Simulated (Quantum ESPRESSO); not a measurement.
**TiSe under changes of volume**

One of the cells (26.120 Å³/atom); the others are scaled copies at fixed shape and fractional positions:

```
Se Ti
1.0
     4.17836    0.00000    0.00000
     0.00000    4.17836    0.00000
     0.00000    0.00000    5.98442
Se Ti
2 2
Direct
  0.00000 0.50000 0.76056
  0.50000 0.00000 0.23944
  0.00000 0.00000 0.00000
  0.50000 0.50000 0.00000
```

The cell comes from a database or a generator and needn't be the stable form of this composition.

- Program: Quantum ESPRESSO 7.5
- Functional: r2SCAN
- Potentials or basis: SG15 PBE 1.2
- Cutoff: 952 eV
- Density cutoff: 3810 eV
- k mesh: 4 × 4 × 3
- Occupations: fermi-dirac, width 0.05 eV
- Spin: no spin polarisation

```tsv
volume (Å³/atom)	energy over the lowest point (meV/atom)	pressure (GPa)	largest force (eV/Å)
24.553	13.81	3.9	0.831
25.075	?	?	?
25.598	0.00	0.5	0.276
26.120	0.93	-1.0	0.029
26.642	6.38	-2.3	0.200
27.165	15.89	-3.5	0.411
27.687	29.06	-4.5	0.608
```

Question: What does the run at 25.075 Å³/atom give?

Answer: Energy over the lowest point 4.11 meV/atom; pressure 2.1 GPa; largest force 0.542 eV/Å.

Worked out: A Birch-Murnaghan fit of order 3 (a polynomial in V^(-2/3)) to the other rows has its minimum at 25.76 Å³/atom with B0 = V·E''(V) = 74 GPa and B' = 4.3 at fixed shape and positions, which overstates the stiffness. It gives 4.11 meV/atom at 25.075 Å³/atom, against the run's 4.11, and -dE/dV = 2.1 GPa, against 2.1.

Energies are extrapolated to zero smearing.

Caveats: all runs use coarse meshes; the potentials were made for another functional, which shifts forces and pressure.
